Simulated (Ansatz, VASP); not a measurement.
Zn in VASP and in Ansatz

```
Zn
1.0
     0.00000    1.96478    1.96478
     1.96478    0.00000    1.96478
     1.96478    1.96478    0.00000
Zn
1
Cartesian
  0.0000 0.0000 0.0000
```

This isn't the form of Zn at room conditions, which is hcp.

Alike in both runs: task single point; functional PBE; k mesh 22 × 22 × 22; occupations gaussian, width 0.15 eV; no spin polarisation.

|  | VASP | Ansatz |
| --- | --- | --- |
| version | VASP 6.6.1 | Ansatz 0.2.0 |
| potentials or method | VASP PAW PBE potentials, release 64 (Zn) | scalar-relativistic, plane waves, PAW |
| plane-wave cutoff (eV) | 520 | 420 |
| valence electrons in the cell | 12 | 12 |

Ansatz gave:

* gap on the k mesh at the Fermi level (eV): none
* pressure (GPa): -0.1

Question: What did VASP give for the same quantities?

Answer: gap on the k mesh at the Fermi level (eV): none; pressure (GPa): 0.3.

A gap of «none» marks a metal or a gap that the smearing closes. With one functional, cell and mesh, what is left measures potentials, basis and numerics.
